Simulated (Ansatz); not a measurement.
# Zone-centre phonons of NbN at 12 GPa: input and output

Level of theory: DFT PBEsol, scalar-relativistic, plane waves, PAW in Ansatz 0.2.0.

Launched with:
```bash
ansatz run input.yaml --threads 1 --pin off --max-ram 3072MiB --backend cpu --events-out ev --progress --plain --runs-dir out
```

Input (bare energies are in eV):
```yaml
crystal:
  lattice:
    - [0.0, 2.1664819623, 2.1664819623]
    - [2.1664819623, 0.0, 2.1664819623]
    - [2.1664819623, 2.1664819623, 0.0]
  atoms:
    - { symbol: Nb, position: [0.5, 0.5, 0.5] }
    - { symbol: "N", position: [0.0, 0.0, 0.0] }
basis:
  ecutwfc: 420
kpoints:
  mp_grid: { grid: [16, 16, 16] }
hamiltonian:
  xc: pbesol
scf:
  occupations: { method: fermi_dirac, width: 0.15 }
output:
  eigenvalues: true
phonons:
  method: dfpt
  eigenvectors: true
```

The end of the output:
```
--- Phonons (Γ-DFPT): 2 representative perturbations + reference, on 349 of 4096 k-points (Σ response iterations 6) ---
  k mesh reduced under 8 symmetry operations, with k and −k counted as one. Each operation leaves every solved perturbation unchanged. A smaller set is not used because it would not reduce the number of displacements ...
  ASR residual: 1.692e-3 → 0.000e0 eV/Å²; symmetrization residual: 1.212e-6 eV/Å²
  ASR residual per site (eV/Å²): 1.69e-3 2.23e-4
  Γ frequencies (cm⁻¹): 0.00 0.00 0.00 448.56 448.56 448.56
  non-analytic LO–TO correction: not included (Born effective charges unavailable; polar crystals: no LO–TO splitting at Γ)
```

Time: 15 s on 1 thread of Intel(R) Xeon(R) 6975P-C (Granite Rapids), on a shared host, peak memory 0.63 GiB.

In a metal, frequencies and elastic constants depend on the k mesh and the smearing, soft modes and shear constants most.